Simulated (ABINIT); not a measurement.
Li:

```
CELL_PARAMETERS angstrom
-1.75465 1.75465 1.75465
1.75465 -1.75465 1.75465
1.75465 1.75465 -1.75465
ATOMIC_POSITIONS crystal
Li 0.00000 0.00000 0.00000
```

- Program: ABINIT 10.8.3 (patched build)
- Task: relaxation of cell and atoms
- Functional: LDA
- Potentials or basis: JTH PAW LDA v2.0
- Cutoff: 408 eV
- k mesh: 8 × 8 × 8
- Occupations: fermi-dirac, width 0.05 eV
- Spin: no spin polarisation

At the start: pressure -1.5 GPa; volume 21.61 Å³/atom.

How do energy, volume and symmetry change on relaxing?

Over 5 steps the energy falls by 12.9 meV/atom and the volume is 19.11 Å³/atom (-11.6 %); space group Im-3m (No. 229, to 0.05 Å).

The path:
| step | energy change (eV) | largest force (eV/Å) | pressure (GPa) | volume (Å³) |
| --- | --- | --- | --- | --- |
| 1 | 0.0000 | 0.0000 | -1.50 | 21.61 |
| 2 | -0.0009 | 0.0000 | -1.46 | 21.51 |
| 3 | -0.0126 | 0.0000 | 0.26 | 18.79 |
| 4 | -0.0129 | 0.0000 | -0.03 | 19.14 |
| 5 | -0.0129 | 0.0000 | 0.00 | 19.11 |

Final structure:
```
Li
1.0
    -1.68411    1.68411    1.68411
     1.68411   -1.68411    1.68411
     1.68411    1.68411   -1.68411
Li
1
Direct
  0.00000 0.00000 0.00000
```

The cell as given is a measured one (21.61 Å³/atom); LDA puts the equilibrium volume -11.6 % from it, thermal expansion not counted.

Caveat: the volume moved by -12 % from the deposited cell, more than functionals usually miss.
